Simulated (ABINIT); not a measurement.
An input for ABINIT 10.8.3 (InP (F-43m)):

```
acell 3*1.0 Angstrom
rprim 
  -0.000000000000 2.930500000000 2.930500000000
  2.930500000000 -0.000000000000 2.930500000000
  2.930500000000 2.930500000000 -0.000000000000
ntypat 2
znucl 49 15
natom 2
typat 1 2
xred 
  0.000000000000 0.000000000000 0.000000000000
  0.250000000000 0.250000000000 0.250000000000
pp_dirpath "pseudos"
pseudos "In.upf, P.upf"
ecut 33
ngkpt 8 8 8
nshiftk 1
shiftk 0.5 0.5 0.5
chksymbreak 0
ndtset 3
nband 13
occopt 1
istwfk *1
nstep 60
tolwfr1 1e-18
iscf2 -3
rfelfd2 2
kptopt2 2
getwfk2 1
tolwfr2 1e-18
rfelfd3 3
kptopt3 2
getwfk3 1
getddk3 2
tolvrs3 1e-08
rfdir 1 1 1
nqpt2 1
nqpt3 1
qpt 0 0 0
prtwf3 0
prtden 0
optforces1 0
optstress1 0
kptopt1 1
indata_prefix "in"
outdata_prefix "out"
tmpdata_prefix "tmp"
```

The database entry behind the starting cell differs from later determinations by our own check (0.1 to 0.3 % short, probably kX units), so it need not match the best structure at ambient conditions.

```sh
OMP_NUM_THREADS=1 mpirun -n 4 abinit run.abi > log
```

Question: How long will it take on 4 MPI ranks of Arm Neoverse V2, shared host, and how much memory?

It took 9.9 min; on shared hardware allow 5 min to 20 min. Peak host memory was 0.85 GiB.

[Paths, hosts, dates, memory and timing lines, banners, echoed tables and standing remarks are left out of the program output.]

[Logs are printed without paths, hosts, clocks, repeated set-up lines and the standing remarks that a program may print on its own settings, such as how far it seeks lower states.]

[Runs of the session that timed out or met a known fault of the program may be left out.]

[Hosts, paths, dates, database ids (printed as entryN), source tags and the programs' standing remarks are cut or masked in the printed files.]

[G0W0 gaps are taken among the corrected bands and points alone; a level outside them can change the order at an edge.]

[Where Ansatz stands beside ABINIT at settings called matched, ABINIT's density can come from a denser mesh and the files from another edition; pairs whose starting gaps differed by over 0.03 eV were left out, so agreement reads better than it is.]
